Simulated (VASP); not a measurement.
Pb, 1 atom in the cell. Symmetry: Fm-3m, No. 225, cubic system. Conventional cell: a = 4.950 Å, b = 4.950 Å, c = 4.950 Å, α = 90.00°, β = 90.00°, γ = 90.00°. Around Pb (site symmetry m-3m) lie 12 Pb at 3.50 Å. 

| Item | Value |
| --- | --- |
| Program | VASP 6.6.1 |
| Task | relaxation of cell and atoms |
| Functional | LDA |
| Potentials or basis | VASP PAW LDA potentials, release 64 (Pb_d) |
| Cutoff | 600 eV |
| k mesh | 14 × 14 × 14 |
| Occupations | methfessel-paxton, width 0.1 eV |
| Spin | no spin polarisation |
| Further INCAR settings | ALGO = Normal; EDIFF = 1e-06; IBRION = 2; EDIFFG = -0.01; NSW = 90; ISIF = 3 |

Potentials or basis: VASP PAW LDA potentials, release 64 (Pb_d).

Run with:

```bash
$ cat potpaw_LDA.64/Pb_d/POTCAR > POTCAR
$ mpirun -np 1 vasp_std > vasp.out
```

Hardware: 1 thread of Intel(R) Xeon(R) Platinum 8259CL CPU @ 2.50GHz (Skylake/Cascade Lake), on a shared host.

**Question.** Estimate the wall time of this run.

**Answer.** Wall time 82 s on 1 thread of Intel(R) Xeon(R) Platinum 8259CL CPU @ 2.50GHz (Skylake/Cascade Lake), with other jobs on the host, peak memory 0.17 GiB. Counts: scf iterations 24, k points 104, ion steps 3.
